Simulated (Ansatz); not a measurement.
# Ta (diamond type): the cost of one run

Computed with Ansatz 0.2.0 (DFT PBE, with the methods named in each step, unless a step's input says otherwise).

## (1) The starting structure

Symmetry: Fd-3m, No. 227, cubic system. The conventional cell has a = 5.680 Å, b = 5.680 Å, c = 5.680 Å, α = 90.00°, β = 90.00°, γ = 90.00°. Ta (site symmetry -43m) has 4 Ta at 2.46 Å as nearest neighbours.

Coordinates:

```
CELL_PARAMETERS angstrom
0.00000 2.83979 2.83979
2.83979 0.00000 2.83979
2.83979 2.83979 0.00000
ATOMIC_POSITIONS crystal
Ta 0.87500 0.87500 0.87500
Ta 0.12500 0.12500 0.12500
```

Whether this phase is the stable one at these pressures isn't tested.

Atoms are numbered in the order of the input: Ta1, Ta2.

## (2) Cell relaxed at zero pressure, PAW

Contents of input.yaml:

```yaml
crystal:
  lattice:
    - [0.0, 2.839791114, 2.839791114]
    - [2.839791114, 0.0, 2.839791114]
    - [2.839791114, 2.839791114, 0.0]
  atoms:
    - { symbol: Ta, position: [-0.125, -0.125, -0.125] }
    - { symbol: Ta, position: [0.125, 0.125, 0.125] }
kpoints:
  mp_grid: { grid: [12, 12, 12] }
scf:
  occupations: { method: fermi_dirac, width: 0.08 }
hamiltonian:
  xc: pbe
  pseudopotentials: { kind: paw }
output:
  forces: true
  stress: true
relax:
  f_tol: 0.005
  max_steps: 40
  cell: {}
```

The run is started by

```sh
$ ansatz run input.yaml --threads 1 --pin off --max-ram 2048MiB --backend cpu --events-out ev --progress --plain --runs-dir out
```

Q: Estimate wall time and peak memory on 1 thread of Arm Neoverse N1, shared host.

About 25 s, with a peak of 0.36 GiB.
